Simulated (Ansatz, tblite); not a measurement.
## A script for Si (GFN2-xTB)

These are simulated results from tblite 0.8.0, not measurements. The cell began as a database structure and was relaxed with r2SCAN in plane waves (Ansatz 0.2.0). All runs are without spin polarisation.

It is monoclinic, C2/m (No. 12); conventional cell a = 13.839 Å, b = 3.851 Å, c = 6.335 Å, β = 96.8°, 20.95 Å³ an atom. Si has 4 Si at 2.34–2.38 Å; Si has 4 Si at 2.38–2.42 Å; Si has 4 Si at 2.32–2.34 Å; Si has 4 Si at 2.32–2.42 Å.

tblite solves periodic systems at the zone centre alone, so the script builds a cluster of 1×3×2 conventional cells (96 atoms), which folds in a coarse mesh of k points.

Input script:

```python
import json
from ase import Atoms
from ase.build import make_supercell
from ase.units import Bohr, GPa, Hartree
from tblite.interface import Calculator

atoms = Atoms(['Si', 'Si', 'Si', 'Si', 'Si', 'Si', 'Si', 'Si'],
              cell=[[6.919673, -1.925326, -5e-06], [6.919673, 1.925326, -5e-06], [-0.747456, -0.0, 6.291124]],
              scaled_positions=[[0.05562, 0.05562, 0.874077], [0.94438, 0.94438, 0.125923], [0.559005, 0.559005, 0.653539], [0.440995, 0.440995, 0.346461], [0.21283, 0.21283, 0.05731], [0.78717, 0.78717, 0.94269], [0.727086, 0.727086, 0.585469], [0.272914, 0.272914, 0.414531]],
              pbc=True)
cluster = make_supercell(atoms, [[1, 1, 0], [-3, 3, 0], [0, 0, 2]])
calc = Calculator('GFN2-xTB', cluster.numbers, cluster.positions / Bohr, lattice=cluster.cell[:] / Bohr, periodic=cluster.pbc)
calc.set('temperature', 0.02 / Hartree)
calc.set('max-iter', 150)
res = calc.singlepoint()
levels = res.get('orbital-energies') * Hartree
nv = round(res.get('orbital-occupations').sum() / 2)
cells = len(cluster) // len(atoms)
out = {'energy_per_cell': res.get('energy') * Hartree / cells, 'homo': levels[nv - 1], 'lumo': levels[nv],
       'stress': (-res.get('virial') * Hartree / cluster.get_volume() / GPa).tolist(), 'charges': res.get('charges')[:len(atoms)].tolist(), 'electrons': 2 * nv / cells}
json.dump(out, open('results.json', 'w'))
for key, value in out.items():
    print(key, value)
```

Command: `python run.py`. It took 7.9 s on 1 thread of Arm Neoverse V2 (shared host), peak memory 0.21 GiB.

The log:

```
------------------------------------------------------------
  cycle        total energy    energy error   density error
------------------------------------------------------------
      1     -163.5307227918  -1.6464822E+02   1.2387585E-01
      2     -163.5416366144  -1.0913823E-02   9.3022459E-02
      3     -163.5075247839   3.4111831E-02   4.8058770E-02
      4     -163.5527985513  -4.5273767E-02   2.1003325E-02
      5     -163.5521563415   6.4220976E-04   1.0801832E-02
      6     -163.5530896250  -9.3328343E-04   9.7526833E-03
      7     -163.5545327580  -1.4431331E-03   4.0587379E-03
      8     -163.5543333788   1.9937922E-04   2.4818825E-03
      9     -163.5546103357  -2.7695686E-04   1.0827824E-03
     10     -163.5546209743  -1.0638662E-05   7.7163649E-04
     11     -163.5546110192   9.9551311E-06   6.3528487E-04
     12     -163.5546260136  -1.4994416E-05   3.3179685E-04
     13     -163.5546269630  -9.4934987E-07   1.0566027E-04
     14     -163.5546269193   4.3658417E-08   9.2422363E-05
     15     -163.5546270730  -1.5364589E-07   4.0245652E-05
     16     -163.5546270803  -7.3566184E-09   2.0814745E-05
     17     -163.5546270857  -5.4095040E-09   1.6134132E-05
------------------------------------------------------------

 total:                                   7.477 sec
energy_per_cell -370.8790078084158
homo -7.060790966368549
lumo -5.577650247447098
stress [[-2.676834334297488, 5.089158852949617e-16, 0.13462833587444478], [5.11335245634588e-16, -2.751985924179062, 1.7070778730237028e-15], [0.13462833587444434, 1.7482515329966103e-15, -2.496594916995478]]
charges [0.02148600857496981, 0.021488911783479503, 0.05445799975312071, 0.054458020230697235, -0.07543010846452103, -0.07543235901100231, -0.0005134365847240946, -0.0005145901711311185]
electrons 32.0
```

The cycle table is in hartree for the whole cluster, and the lines after it are in eV (the energy for one cell). The printed stress is in GPa and positive in compression, and the pressure is its mean diagonal.

GFN2-xTB gives a gap of 1.48 eV. On the same cell, plane-wave PBE (Ansatz, 8×8×4 k points and the special points) gives a gap of 0.26 eV and r2SCAN a gap of 0.41 eV; on shared hosts these took about 16 and 38 core-seconds on the 8-atom cell, against 7.9 for the script. Semilocal gaps usually lie below measured ones. xTB was fitted to molecules, so gaps, charges and pressures of solids can be far off, and the gap also depends on the size of the cluster.

The same script was run on cells scaled at fixed shape and fractional coordinates:

```
volume (Å³/atom)  energy (meV/atom)  pressure (GPa, positive in compression)  gap (eV)
           18.44               81.2                                    15.59      1.54
           19.70                5.4                                     4.52      1.52
           20.95                0.0                                    -2.64      1.48
           22.21               39.8                                    -7.12      1.44
           23.47              105.8                                    -9.32      1.40
```

A Birch-Murnaghan fit puts the minimum at 20.42 Å³/atom, 2.6 % below the given cell, with a bulk modulus of 111 GPa at fixed shape.

xTB was fitted mostly to molecules, and a small cluster samples few k points, so gaps, pressures and kinks along a curve can be far from a solid's.
